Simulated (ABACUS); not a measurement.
# NiO (Fm-3m) in ABACUS: notebook, part 2 of 2

ABACUS 3.10.1. Earlier steps stand in the parts before.

**3. Single point, PBE0-type (share 0.25), collinear spin, ferromagnetic start**

File INPUT:

```
INPUT_PARAMETERS
suffix              NiO
calculation         scf
basis_type          lcao
pseudo_dir          ./
orbital_dir         ./
symmetry            1
dft_functional      pbe0
ecutwfc             100
pseudo_rcut         7
nspin               2
nbands              17
ks_solver           genelpa
smearing_method     fd
smearing_sigma      0.00367493
scf_thr             1e-07
scf_nmax            100
mixing_type         broyden
mixing_beta         0.4
exx_hybrid_alpha    0.25
exx_separate_loop   1
scf_ene_thr         1e-05
exx_pca_threshold   0.001
exx_ccp_rmesh_times 2.5
out_mul             1
```

File STRU:

```
ATOMIC_SPECIES
Ni 58.6934 Ni_ONCV_PBE-1.2.upf
O 15.9990 O_ONCV_PBE-1.2.upf

NUMERICAL_ORBITAL
Ni_confined-atom_7au_3s2p2d1f.orb
O_confined-atom_6au_2s2p1d.orb

LATTICE_CONSTANT
1.8897261246

LATTICE_VECTORS
0.0000000000 2.0859016414 2.0859016414
2.0859016414 0.0000000000 2.0859016414
2.0859016414 2.0859016414 0.0000000000

ATOMIC_POSITIONS
Direct

Ni
0.0
1
0.0000000000 0.0000000000 0.0000000000 1 1 1 mag 1

O
0.0
1
0.5000000000 0.5000000000 0.5000000000 1 1 1 mag 0
```

File KPT:

```
K_POINTS
0
Gamma
5 5 5 0 0 0
```

Potentials or basis: SG15 ONCV 1.2 PBE, DZP LCAO (the cutoffs set its grid).

Launch:

```console
$ OMP_NUM_THREADS=8 abacus > log
```

It took 6.6 min on 8 threads of AMD EPYC 9R45 (Zen 5), shared host; peak memory 8.2 GiB.

Results (log left out):

```
Free energy            : -4627.9106 eV
Band gap on the k mesh : 3.06 eV, indirect (least direct gap 3.91 eV)
Net moment             : 2.00 μB per cell
Absolute moment        : 2.03 μB per cell
Site moments           : Ni +1.74; O +0.26 μB
Mulliken charges       : Ni +0.62; O -0.62 e
```

Levels at points of the mesh, in eV from the valence-band top:
Spin up:
```csv
k point,band 9,band 10,band 11,band 12,band 13,band 14,band 15,band 16,band 17
"(0.00, 0.00, 0.00)",-3.72,-3.72,-2.38,-2.38,-2.38,4.60,22.36,22.36,22.36
```
Spin down:
| k point | band 9 | band 10 | band 11 | band 12 | band 13 | band 14 |
| --- | --- | --- | --- | --- | --- | --- |
| (0.00, 0.00, 0.00) | -1.45 | -1.45 | -1.45 | 3.06 | 3.06 | 5.15 |

Caveat: the k mesh is coarse (spacing up to 0.52 Å⁻¹), so the values aren't converged, least of all with exact exchange; the atomic orbitals were generated for these runs and aren't a published set; gaps of hybrids in this basis differ from plane-wave ones by up to 0.1 eV; Mulliken charges move with the basis; the potentials were made for another functional, which shifts forces and pressure; an odd mesh through Γ misses points on the zone boundary, where band edges often lie; the basis of atomic orbitals isn't converged, which shifts pressures, moduli and gaps; a cell with one magnetic atom can't hold antiferromagnetic order, which such compounds often take.

**4. Single point, PBE0-type (share 0.4), collinear spin, ferromagnetic start**

INPUT, as its differences from that of step 3:

```diff
@@ -19,3 +19,3 @@
 mixing_beta         0.4
-exx_hybrid_alpha    0.25
+exx_hybrid_alpha    0.4
 exx_separate_loop   1
@@ -25 +25,4 @@
 out_mul             1
+out_chg             1
+out_pot             2
+out_elf             1
```

STRU is that of step 3.

KPT is that of step 3.

Launch:

```console
$ OMP_NUM_THREADS=8 abacus > log
```

It took 7.6 min on 8 threads of AMD EPYC 9R45 (Zen 5), shared host; peak memory 8.2 GiB.

Results (log left out):

```
Free energy            : -4627.8696 eV
Band gap on the k mesh : 5.40 eV, indirect (least direct gap 6.25 eV)
Net moment             : 2.00 μB per cell
Absolute moment        : 2.04 μB per cell
Site moments           : Ni +1.78; O +0.22 μB
Mulliken charges       : Ni +0.73; O -0.73 e
```

Levels at points of the mesh, in eV from the valence-band top:
Spin up:
| k point | band 9 | band 10 | band 11 | band 12 | band 13 | band 14 | band 15 | band 16 | band 17 |
| --- | --- | --- | --- | --- | --- | --- | --- | --- | --- |
| (0.00, 0.00, 0.00) | -4.33 | -4.33 | -2.19 | -2.19 | -2.19 | 6.25 | 24.21 | 24.21 | 24.21 |
Spin down:
```csv
k point,band 8,band 9,band 10,band 11,band 12,band 13,band 14,band 15
"(0.00, 0.00, 0.00)",-3.03,-1.20,-1.20,-1.20,5.40,5.40,6.85,24.45
```

Caveat: the k mesh is coarse (spacing up to 0.52 Å⁻¹), so the values aren't converged, least of all with exact exchange; the atomic orbitals were generated for these runs and aren't a published set; gaps of hybrids in this basis differ from plane-wave ones by up to 0.1 eV; Mulliken charges move with the basis; the potentials were made for another functional, which shifts forces and pressure; an odd mesh through Γ misses points on the zone boundary, where band edges often lie; the basis of atomic orbitals isn't converged, which shifts pressures, moduli and gaps; a cell with one magnetic atom can't hold antiferromagnetic order, which such compounds often take.

**5. Single point, LDA, collinear spin, ferromagnetic start**

File INPUT:

```
INPUT_PARAMETERS
suffix              NiO
calculation         scf
basis_type          lcao
pseudo_dir          ./
orbital_dir         ./
symmetry            1
dft_functional      pz
ecutwfc             100
pseudo_rcut         7
nspin               2
nbands              23
ks_solver           genelpa
smearing_method     fd
smearing_sigma      0.00367493
scf_thr             1e-07
scf_nmax            100
mixing_type         broyden
mixing_beta         0.4
cal_force           1
cal_stress          1
out_mul             1
out_chg             1
```

STRU is that of step 4.

File KPT:

```
K_POINTS
0
Gamma
8 8 8 0 0 0
```

Launch:

```console
$ OMP_NUM_THREADS=1 mpirun -np 4 abacus > log
```

Run time: 24 s. Hardware: 4 MPI ranks of AMD EPYC 7R43 (Zen 3), shared host; peak memory 0.4 GiB.

Results (log left out):

| Quantity | Value |
| --- | --- |
| Free energy | -4619.8121 eV |
| Pressure | -17.3 GPa |
| Band gap on the k mesh | none (metal or under the smearing width) |
| Net moment | 0.58 μB per cell |
| Absolute moment | 0.58 μB per cell |
| Site moments | Ni +0.49; O +0.09 μB |
| Mulliken charges | Ni +0.20; O -0.20 e |

Levels at points of the mesh, in eV from the Fermi level:
Spin up:
| k point | band 10 | band 11 | band 12 | band 13 | band 14 | band 15 | band 16 | band 17 |
| --- | --- | --- | --- | --- | --- | --- | --- | --- |
| (0.00, 0.00, 0.00) | -1.93 | -1.92 | -1.92 | -1.92 | 1.53 | 19.17 | 19.17 | 19.17 |
| (0.50, 0.50, 0.50) | -1.08 | -0.68 | 1.12 | 1.12 | 5.57 | 9.92 | 13.90 | 13.90 |
| (0.50, 0.50, 0.00) | -1.54 | -0.97 | -0.78 | -0.78 | 5.99 | 10.59 | 12.51 | 16.57 |
Spin down:
| k point | band 10 | band 11 | band 12 | band 13 | band 14 | band 15 |
| --- | --- | --- | --- | --- | --- | --- |
| (0.00, 0.00, 0.00) | -1.60 | -1.60 | -1.32 | -1.32 | 1.66 | 19.28 |
| (0.50, 0.50, 0.50) | -0.71 | -0.35 | 1.63 | 1.63 | 5.65 | 10.10 |
| (0.50, 0.50, 0.00) | -0.90 | -0.43 | -0.43 | -0.33 | 6.13 | 10.74 |

Caveat: the atomic orbitals were generated for these runs and aren't a published set; Mulliken charges move with the basis; the potentials were made for another functional, which shifts forces and pressure; the basis of atomic orbitals isn't converged, which shifts pressures, moduli and gaps; a cell with one magnetic atom can't hold antiferromagnetic order, which such compounds often take; semilocal functionals often make such compounds metallic where correlation or magnetic order opens a gap, which also shifts bond lengths.

**6. Single point, PBEsol, collinear spin, ferromagnetic start**

INPUT, as its differences from that of step 5:

```diff
@@ -7,3 +7,3 @@
 symmetry            1
-dft_functional      pz
+dft_functional      pbesol
 ecutwfc             100
```

STRU is that of step 5.

KPT is that of step 5.

Potentials or basis: SG15 ONCV 1.2 PBE, DZP LCAO (the cutoffs set its grid).

Launch:

```console
$ OMP_NUM_THREADS=1 mpirun -np 4 abacus > log
```

Wall time 28 s (4 MPI ranks of AMD EPYC 7R43 (Zen 3), shared host); peak memory 0.4 GiB.

It converged, with:

| Item | Value |
| --- | --- |
| Free energy | -4622.4491 eV |
| Pressure | -8.1 GPa |
| Band gap on the k mesh | none (metal or under the smearing width) |
| Net moment | 0.78 μB per cell |
| Absolute moment | 0.79 μB per cell |
| Site moments | Ni +0.68; O +0.10 μB |
| Mulliken charges | Ni +0.30; O -0.30 e |

Levels at points of the mesh, in eV from the Fermi level:
Spin up:
```
           k point  band 11  band 12  band 13  band 14  band 15  band 16
(0.00, 0.00, 0.00)    -2.05    -2.05    -2.05     1.65    19.14    19.14
(0.50, 0.50, 0.50)    -0.83     0.88     0.88     5.62    10.01    14.10
(0.50, 0.50, 0.00)    -1.26    -0.95    -0.95     6.25    10.61    12.38
```
Spin down:
```tsv
k point	band 10	band 11	band 12	band 13	band 14	band 15
(0.00, 0.00, 0.00)	-1.63	-1.63	-1.16	-1.16	1.82	19.26
(0.50, 0.50, 0.50)	-0.75	-0.39	1.69	1.69	5.71	10.24
(0.50, 0.50, 0.00)	-0.75	-0.49	-0.49	-0.21	6.45	10.79
```

Caveat: the atomic orbitals were generated for these runs and aren't a published set; Mulliken charges move with the basis; the potentials were made for another functional, which shifts forces and pressure; the basis of atomic orbitals isn't converged, which shifts pressures, moduli and gaps; a cell with one magnetic atom can't hold antiferromagnetic order, which such compounds often take; semilocal functionals often make such compounds metallic where correlation or magnetic order opens a gap, which also shifts bond lengths.

**7. Summary**

| level | k mesh | share of exact exchange | threshold of the auxiliary basis | range of the exchange potential (exx_ccp_rmesh_times) | mesh quality | gap on the mesh (eV) | pressure (GPa) | moment (μB) |
| --- | --- | --- | --- | --- | --- | --- | --- | --- |
| PBE0-type (share 0.1) | 5 × 5 × 5 | 0.1 | 0.001 | 2.5 | coarse | 0.82 | - | 2.00 |
| PBE0-type (share 0.25) | 5 × 5 × 5 | 0.25 | 0.001 | 2.5 | coarse | 3.06 | - | 2.00 |
| PBE0-type (share 0.4) | 5 × 5 × 5 | 0.4 | 0.001 | 2.5 | coarse | 5.40 | - | 2.00 |
| LDA | 8 × 8 × 8 | - | - | - | not flagged | none | -17.3 | 0.58 |
| PBEsol | 8 × 8 × 8 | - | - | - | not flagged | none | -8.1 | 0.78 |

Alike in all rows: task single point; potentials or basis SG15 ONCV 1.2 PBE, DZP LCAO (the cutoffs set its grid); spin collinear, ferromagnetic start; cell as given; cutoff (eV) 1361; smearing fermi-dirac 0.05 eV.

Caveats: some runs use coarse meshes; the atomic orbitals were generated for these runs and aren't a published set; the potentials were made for another functional, which shifts forces and pressure; the basis of atomic orbitals isn't converged, which shifts pressures, moduli and gaps; a cell with one magnetic atom can't hold antiferromagnetic order, which such compounds often take; gaps of hybrids in this basis differ from plane-wave ones by up to 0.1 eV (some runs); an odd mesh through Γ misses points on the zone boundary, where band edges often lie (some runs); semilocal functionals often make such compounds metallic where correlation or magnetic order opens a gap, which also shifts bond lengths (some runs).

Total energies depend on the potentials used, so only differences within one code and one set of settings carry meaning.

**8. Comparison with measurements**

Step 5. Against the measured gap of NiO, 4.3 eV (quoted in “Local correlations, non-local screening, multiplets, and band formation in NiO”, 2012, arxiv:1210.6675), the calculated 0.00 eV is off by -4.30 eV. So large a miss can be the level of theory's own, or it may mean another phase, state or a wrong row. The value is that of LDA in an atomic basis (SG15 ONCV 1.2 PBE, DZP LCAO (the cutoffs set its grid)), whose error adds to the functional's, on a finite k mesh, which can miss the band edges, without temperature or zero-point motion. Semilocal functionals fall short of measured gaps as a rule. The run's magnetic order (collinear spin, ferromagnetic start) needn't be the measured crystal's.

Step 6. Against the measured gap of NiO, 4.3 eV (quoted in “Local correlations, non-local screening, multiplets, and band formation in NiO”, 2012, arxiv:1210.6675), the calculated 0.00 eV is off by -4.30 eV. So large a miss can be the level of theory's own, or it may mean another phase, state or a wrong row. The value is that of PBEsol in an atomic basis (SG15 ONCV 1.2 PBE, DZP LCAO (the cutoffs set its grid)), whose error adds to the functional's, on a finite k mesh, which can miss the band edges, without temperature or zero-point motion. Semilocal functionals fall short of measured gaps as a rule. The run's magnetic order (collinear spin, ferromagnetic start) needn't be the measured crystal's.
